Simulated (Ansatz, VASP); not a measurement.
**Be in VASP and in Ansatz**

```
Be
1.0
     2.17396    0.00000    0.00000
     0.00000    2.17396    0.00000
     0.00000    0.00000    2.17396
Be
1
Direct
  0.00000 0.00000 0.00000
```

The cell was built by a generator and needn't be a form met in nature.

Alike in both runs: task single point; functional PBE; k mesh 12 × 12 × 12; occupations fermi-dirac, width 0.05 eV; no spin polarisation.

|  | VASP | Ansatz |
| --- | --- | --- |
| version | VASP 6.6.1 | Ansatz 0.2.0 |
| potentials or method | VASP PAW PBE potentials, release 64 (Be) | Ansatz PAW |
| plane-wave cutoff (eV) | 520 | 420 |
| valence electrons in the cell | 2 | 2 |

```tsv
	VASP	Ansatz	Ansatz less VASP
gap on the k mesh at the Fermi level (eV)	none	none	-
pressure (GPa)	0.5	0.5	-0.07
```

A gap of «none» marks a metal or a gap that the smearing closes.
